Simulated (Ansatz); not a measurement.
## CdTe (F-43m), an elastic constant from a strain scan

Level of theory: DFT PBEsol, scalar-relativistic, plane waves, PAW in Ansatz. The runs took a 420 eV cutoff, a Γ-centred 8×8×8 mesh and Gaussian smearing (0.05 eV). No spin polarisation. Energies are free energies at this smearing, counted from the undisturbed cell; pressure is positive in compression.

The starting cell (relaxed at this level):

```
Cd Te
1.0
     0.00000    3.24467    3.24467
     3.24467    0.00000    3.24467
     3.24467    3.24467    0.00000
Cd Te
1 1
Cartesian
  0.0000 0.0000 0.0000
  4.8670 4.8670 4.8670
```

The cell is strained by ε times the Voigt pattern (0, 1, 0, 0, 0, 0) (xx, yy, zz, yz, xz, xy; engineering shear) with fractional coordinates fixed. The cell holds 2 atoms in V0 = 68.32 Å³. The stress column is τ = (1/V0) dE/dε, got from the stress tensor σ (compression positive) at each point as −det(1 + εP) σ : P(1 + εP)⁻¹, with P the pattern as a tensor.

```
      ε  ΔE (meV/atom)  τ (GPa)
-0.1000         60.645   -5.888
-0.0750         33.511   -4.306
-0.0500         14.615   -2.794
-0.0250          3.585   -1.357
 0.0000          0.000    0.002
 0.0250          3.457    1.281
 0.0500         13.517    2.480
 0.0750         29.748    3.598
 0.0875         40.046    4.126
 0.1000              ?        ?
```

Task: Which combination of elastic constants does this scan measure, and how large is it?

Result: For small ε, τ = τ0 + Kε with K = pᵀCp, which for this pattern is C11 in the cubic axes. The parabola through τ at ε = -0.0250, 0 and 0.0250 has slope K = 53 GPa at zero. The energies per cell, E = NΔE, of the same two points give K = 2[E(ε₊)/ε₊ − E(ε₋)/ε₋]/[(ε₊ − ε₋)V0] = 53 GPa, in agreement.

Task: Predict the withheld row at ε = 0.1000 from the harmonic law, and compare.

Result: ΔE = V0(τ0 ε + Kε²/2)/N = 56.298 meV/atom and τ = 5.28 GPa. The calculation gives 51.723 meV/atom and 4.63 GPa: the energy lies 8 % below the harmonic value, as bonds soften when stretched.

Cost: 10 runs of about 0.37 core-minutes in all, on AMD EPYC 9R45 (Zen 5) (shared hosts).